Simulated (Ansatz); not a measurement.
This is a relaxation of cell and atoms with Ansatz 0.2.0 on LiNbO3 (P1) from a database structure; the level of theory is PBE. The input holds the cell as the database lists it.

Input file:
```yaml
crystal:
  lattice:
    - [5.1539432904, 0.0, 0.0]
    - [2.5765896486, 4.8943911434, 0.0]
    - [0.0028181157, 2.7149551941, 8.504565183]
  atoms:
    - { symbol: Li, position: [0.44131528, 0.11889534, 0.14697452] }
    - { symbol: Li, position: [0.94149066, 0.11933708, 0.64677836] }
    - { symbol: Li, position: [0.19102128, 0.6168362, 0.3978071] }
    - { symbol: Li, position: [0.68943193, 0.61824039, 0.89715355] }
    - { symbol: Nb, position: [0.01742124, 0.9653022, 0.00582126] }
    - { symbol: Nb, position: [0.51774108, 0.96513307, 0.50576959] }
    - { symbol: Nb, position: [0.76745656, 0.46531935, 0.25567277] }
    - { symbol: Nb, position: [0.26723463, 0.46549299, 0.75574773] }
    - { symbol: O, position: [0.74394294, 0.77593584, 0.36463771] }
    - { symbol: O, position: [0.78700364, 0.77611065, 0.05765304] }
    - { symbol: O, position: [0.30491957, 0.77596876, 0.18950043] }
    - { symbol: O, position: [0.18676282, 0.27599834, 0.30766713] }
    - { symbol: O, position: [0.66891978, 0.27608325, 0.43943805] }
    - { symbol: O, position: [0.24339824, 0.77639184, 0.86449689] }
    - { symbol: O, position: [0.73007412, 0.27617962, 0.11460312] }
    - { symbol: O, position: [0.28705484, 0.7763249, 0.55773829] }
    - { symbol: O, position: [0.80481382, 0.77595804, 0.68954867] }
    - { symbol: O, position: [0.68658014, 0.27635562, 0.80774191] }
    - { symbol: O, position: [0.16892992, 0.27598845, 0.9394431] }
    - { symbol: O, position: [0.23029003, 0.27654809, 0.61440676] }
kpoints:
  mp_grid: { grid: [6, 6, 4] }
hamiltonian:
  xc: pbe
scf:
  occupations: { method: fermi_dirac, width: 0.02 }
relax:
  f_tol: 0.005
  cell: {}
output:
  write_density: true
  write_potential: true
  elf: true
  volumetric_format: npy
```

It took 19 s on 1 × NVIDIA H100 80GB HBM3 with 4 threads of AMD EPYC 7R13 Processor (Zen 3), with other jobs on the host, load about 2.4 per core; peak host memory 1.5 GiB.

Output, abridged:
```
Functional definition: PBE
Crystal: 20 atoms, lattice volume = 214.531 Å³
Basis set: ecut = 420 eV, 4215 PW (Γ)
Bands: 88, of which v1, the nominal top of the filled ones, is band 68 counted from 1 (67 counted from 0)
Symmetry: 1 space group operations
Space group: P1 (ITA 1)
k-points: 76 of 144 (time reversal used)
SCF 1 converged in 7 iterations: F = -25858.886857 eV  dr2 = 7.04e-8
relax step 1: F+E_penalty+E_count = -25858.88685732 eV  max|allowed force component| = 3.779e-1 eV/Å  Δτ_max = 0.0000 Å  P = -1.062 GPa  Ω = 214.531 Å³
SCF 2 converged in 6 iterations: F = -25858.938381 eV  dr2 = 1.05e-6
relax step 2: F+E_penalty+E_count = -25858.93838055 eV  max|allowed force component| = 1.427e-1 eV/Å  Δτ_max = 0.0221 Å  P = +0.450 GPa  Ω = 215.008 Å³
SCF 3 converged in 7 iterations: F = -25858.946052 eV  dr2 = 8.45e-8
relax step 3: F+E_penalty+E_count = -25858.94605225 eV  max|allowed force component| = 7.738e-2 eV/Å  Δτ_max = 0.0238 Å  P = -0.254 GPa  Ω = 217.829 Å³
SCF 4 converged in 5 iterations: F = -25858.948011 eV  dr2 = 1.33e-7
relax step 4: F+E_penalty+E_count = -25858.94801082 eV  max|allowed force component| = 4.192e-2 eV/Å  Δτ_max = 0.0027 Å  P = +0.051 GPa  Ω = 217.564 Å³
SCF 5 converged in 7 iterations: F = -25858.948775 eV  dr2 = 4.58e-9
relax step 5: F+E_penalty+E_count = -25858.94877483 eV  max|allowed force component| = 2.044e-2 eV/Å  Δτ_max = 0.0060 Å  P = +0.113 GPa  Ω = 217.529 Å³
SCF 6 converged in 5 iterations: F = -25858.948091 eV  dr2 = 4.57e-8
relax step 6: F+E_penalty+E_count = -25858.94809085 eV  max|allowed force component| = 1.053e-2 eV/Å  Δτ_max = 0.0039 Å  P = -0.026 GPa  Ω = 217.765 Å³
SCF 7 converged in 5 iterations: F = -25858.948398 eV  dr2 = 1.69e-8
relax step 7: F+E_penalty+E_count = -25858.94839763 eV  max|allowed force component| = 2.515e-3 eV/Å  Δτ_max = 0.0013 Å  P = +0.002 GPa  Ω = 217.709 Å³
SCF 8 converged in 7 iterations: F = -25858.961870 eV  dr2 = 2.80e-11
relax step 8: F+E_penalty+E_count = -25858.96186977 eV  max|allowed force component| = 2.445e-3 eV/Å  Δτ_max = 0.0000 Å  P = +0.111 GPa  Ω = 217.709 Å³  (SCF on a basis re-selected at this cell)
SCF 9 converged in 6 iterations: F = -25858.961059 eV  dr2 = 9.67e-9
relax step 9: F+E_penalty+E_count = -25858.96105869 eV  max|allowed force component| = 7.463e-4 eV/Å  Δτ_max = 0.0014 Å  P = +0.005 GPa  Ω = 217.937 Å³
SCF 10 converged in 5 iterations: F = -25858.962145 eV  dr2 = 5.17e-11
relax step 10: F+E_penalty+E_count = -25858.96214499 eV  max|allowed force component| = 7.507e-4 eV/Å  Δτ_max = 0.0000 Å  P = +0.008 GPa  Ω = 217.937 Å³  (SCF on a basis re-selected at this cell)
Free energy (F): -25858.962145 eV
Fermi energy:    8.699337 eV
--- Forces (eV/Å), atoms counted from 1 ---
  atom   1  Li      0.00001      0.00012      0.00005
  atom   2  Li    -0.00001    -0.00009    -0.00002
  atom   3  Li    -0.00002    -0.00005    -0.00014
  atom   4  Li    -0.00007      0.00004      0.00010
  atom   5  Nb    -0.00056    -0.00008      0.00008
  atom   6  Nb      0.00000      0.00033    -0.00038
  atom   7  Nb    -0.00008    -0.00006    -0.00075
  atom   8  Nb     0.00000      0.00033      0.00039
  atom   9  O       0.00023      0.00011    -0.00009
  atom  10  O     -0.00008    -0.00007    -0.00004
  atom  11  O       0.00025    -0.00007      0.00055
  atom  12  O       0.00048    -0.00015      0.00015
  atom  13  O     -0.00035    -0.00002      0.00057
  atom  14  O       0.00024    -0.00026    -0.00029
  atom  15  O     -0.00001    -0.00001    -0.00014
  atom  16  O     -0.00036    -0.00013    -0.00006
  atom  17  O       0.00028    -0.00001      0.00020
  atom  18  O       0.00018      0.00007    -0.00023
  atom  19  O       0.00007      0.00016      0.00013
  atom  20  O     -0.00019    -0.00017    -0.00007
--- Stress (GPa, compression-positive) ---
        0.010380       0.000073      -0.000277
        0.000073       0.004869       0.001001
       -0.000277       0.001002       0.010022
  P = ⅓ Tr σ = 0.0084 GPa (0.084 kbar)
--- Relaxed structure (8 steps of the walk, 8 accepted, 2 SCFs on fresh bases) ---
  F+E_penalty+E_count = -25858.96214499 eV   max|allowed force component| = 7.507e-4 eV/Å
  cell:  # Å, volume = 217.9371 Å³
    - [5.189784, 0.000153, -0.000851]
    - [2.594653, 4.906089, 0.006357]
    - [0.001514, 2.733187, 8.563376]
  atoms:
    - { symbol: Li, position: [0.439769, 0.120478, 0.146576] }
    - { symbol: Li, position: [0.939755, 0.120501, 0.646584] }
    - { symbol: Li, position: [0.189761, 0.620491, 0.396593] }
    - { symbol: Li, position: [0.689761, 0.620493, 0.896589] }
    - { symbol: Nb, position: [0.017931, 0.964171, 0.005976] }
    - { symbol: Nb, position: [0.517930, 0.964164, 0.505976] }
    - { symbol: Nb, position: [0.767933, 0.464165, 0.255971] }
    - { symbol: Nb, position: [0.267927, 0.464169, 0.755966] }
    - { symbol: O, position: [0.735845, 0.775800, 0.366310] }
    - { symbol: O, position: [0.793615, 0.775826, 0.061024] }
    - { symbol: O, position: [0.306802, 0.775815, 0.184769] }
    - { symbol: O, position: [0.180558, 0.275804, 0.311015] }
    - { symbol: O, position: [0.667375, 0.275811, 0.434768] }
    - { symbol: O, position: [0.235835, 0.775813, 0.866305] }
    - { symbol: O, position: [0.738338, 0.275819, 0.116303] }
    - { symbol: O, position: [0.293617, 0.775822, 0.561024] }
    - { symbol: O, position: [0.806796, 0.775810, 0.684773] }
    - { symbol: O, position: [0.680552, 0.275806, 0.811018] }
    - { symbol: O, position: [0.167365, 0.275815, 0.934765] }
    - { symbol: O, position: [0.238338, 0.275826, 0.616296] }
```

Planar averages along the third cell vector, from rho_z.tsv and v_z.tsv (valence density with its augmentation; electrostatic potential energy of an electron, of which only differences have a meaning):
```tsv
z (Å)	ρ (e/Å³)	v_es (eV)
0.00	0.589	2.87
0.28	0.648	2.84
0.56	0.657	3.10
0.84	0.619	4.02
1.12	0.641	4.49
1.40	0.652	4.21
1.69	0.596	3.69
1.97	0.589	3.24
2.25	0.589	2.87
2.53	0.648	2.84
2.81	0.657	3.10
3.09	0.619	4.02
3.37	0.641	4.49
3.65	0.652	4.21
3.93	0.596	3.69
4.21	0.589	3.24
4.63	0.615	2.82
4.92	0.665	2.89
5.20	0.637	3.50
5.48	0.620	4.38
5.76	0.660	4.47
6.04	0.622	3.88
6.32	0.590	3.45
6.60	0.584	3.07
6.88	0.615	2.82
7.16	0.665	2.89
7.44	0.637	3.50
7.72	0.620	4.38
8.01	0.660	4.47
8.29	0.622	3.88
8.57	0.590	3.45
8.85	0.584	3.07
```

In 8 steps the volume changed by +1.6 %; between the first SCF and the last, each on a basis chosen for its cell, the energy fell by 3.8 meV an atom. At the end: space group R3c (No. 161), trigonal; a = 5.190 Å, c = 14.015 Å in the conventional setting, 10.90 Å³ an atom. Around Li lie 6 O at 2.08–2.27 Å; around Nb lie 6 O at 1.88–2.16 Å; around O lie 2 Nb at 1.88–2.16 Å and 2 Li at 2.08–2.27 Å.

No spin polarisation and no zero-point or thermal motion.
